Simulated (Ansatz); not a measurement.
BeS built on the h-MgO prototype (no longer in that coordination), relaxed with r2SCAN: space group P6_3/mmc (No. 194), hexagonal; conventional cell a = 3.462 Å, c = 6.992 Å, 18.15 Å³ an atom. Around Be lie 3 S at 2.00 Å; around S lie 3 Be at 2.00 Å. One-shot G0W0@PBE in the PAW code Ansatz on a 6×6×2 mesh (contour deformation, no spin-orbit coupling), from a PBE gap of 4.160 eV over the mesh points (the G0W0 gap is indirect on the mesh); the number N of bands summed and the screening cutoff rise together. Note: simulated data, non-magnetic, for a generated structure that need not be the stable one.

```csv
N,cutoff (eV),1000/N,G0W0 gap (eV)
125,80,8.000,5.542
281,140,3.559,5.682
```

**Question.** Lay a straight line in 1000/N through these rows.

**Answer.** The slope is -0.0315 eV per unit of 1000/N and the intercept 5.794 eV.

**Question.** Predict the gap at N = 509 (210 eV).

**Answer.** 5.794 + (-0.0315) × 1.965 = 5.732 eV; the run gives 5.754 eV, +0.022 eV from the line.

**Question.** With that run's result added, what limit do the last two rows suggest?

**Answer.** Their slope is (5.754 − 5.682)/(1.965 − 3.559) = -0.0452, which meets 1/N = 0 at 5.84 eV, against 5.794 eV from the first line. The slope steepens, so 1/N isn't yet asymptotic and the true limit probably lies higher still; the k mesh isn't extrapolated.
